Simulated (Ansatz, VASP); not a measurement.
## ZrC: VASP beside Ansatz

```
Zr C
1.0
     0.00000    2.33061    2.33061
     2.33061    0.00000    2.33061
     2.33061    2.33061    0.00000
Zr C
1 1
Cartesian
  2.3306 2.3306 2.3306
  0.0000 0.0000 0.0000
```

Alike in both runs: task single point; functional PBE; k mesh 16 × 16 × 16; occupations gaussian, width 0.1 eV; no spin polarisation.

|  | VASP | Ansatz |
| --- | --- | --- |
| version | VASP 6.6.1 | Ansatz 0.2.0 |
| potentials or method | VASP PAW PBE potentials, release 64 (Zr_sv, C) | scalar-relativistic, plane waves, PAW |
| plane-wave cutoff (eV) | 520 | 420 |
| valence electrons in the cell | 16 | 16 |

VASP gave:

* gap on the k mesh at the Fermi level (eV): none
* pressure (GPa): 7.4

**Question.** Estimate Ansatz's values.

**Answer.** gap on the k mesh at the Fermi level (eV): none; pressure (GPa): 7.2.

A gap of «none» marks a metal or a gap that the smearing closes. The functional is the same, so the differences come from potentials, cutoffs and numerics.
